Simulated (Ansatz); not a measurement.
Runs of Ansatz 0.2.0 on In. Symmetry: Im-3m, No. 229, cubic system. Conventional cell: a = 3.765 Å, b = 3.765 Å, c = 3.765 Å, α = 90.00°, β = 90.00°, γ = 90.00°. Around In (site symmetry m-3m) lie 8 In at 3.26 Å. This isn't the form of In at room conditions, which is tetragonal.

| task | level | spin | cell | k mesh | smearing | other keys | mesh quality | gap on the mesh (eV) | pressure (GPa) |
| --- | --- | --- | --- | --- | --- | --- | --- | --- | --- |
| density of states | HSE06 | off | as given | 7 × 7 × 7 | methfessel-paxton 0.05 eV | scf.eigensolver.kind = davidson | not flagged | none | (a) |
| electric field gradients | RPBE | SOC, no magnetisation | volume scaled by 1.25 | 6 × 6 × 6 | cold 0.01 eV | scf.eigensolver.kind = davidson; basis.precision = f64; … | coarse | none | -3.3 |
| single point | RPBE+D3(BJ)-ATM | SOC, no magnetisation | as given | 10 × 10 × 10 | fermi-dirac 0.15 eV | - | not flagged | none | -14.5 |
| atomic charges | PBEsol | collinear, random start | as given | 10 × 10 × 10 | gaussian 0.05 eV | - | not flagged | none | -1.3 |

Alike in all rows: potentials or basis Ansatz PAW; cutoff (eV) 420.

**Question.** Estimate the missing entries.

**Answer.** (a) 0.3.

Caveats: some runs use coarse meshes; the PAW data sets come from PBE, with cores solved anew for the run's functional, which leaves a small shift of forces and pressure; the thresholds are loose for stress (some runs); pairwise dispersion overbinds metals, which lowers pressure and volume (some runs); the starting moments weren't kept (some runs).

A k mesh can miss the band edges, and rows without SOC leave out spin-orbit coupling on In.

A gap of «none» marks a metal or a gap under the smearing width.

Runs at the PBE level aren't shown here.
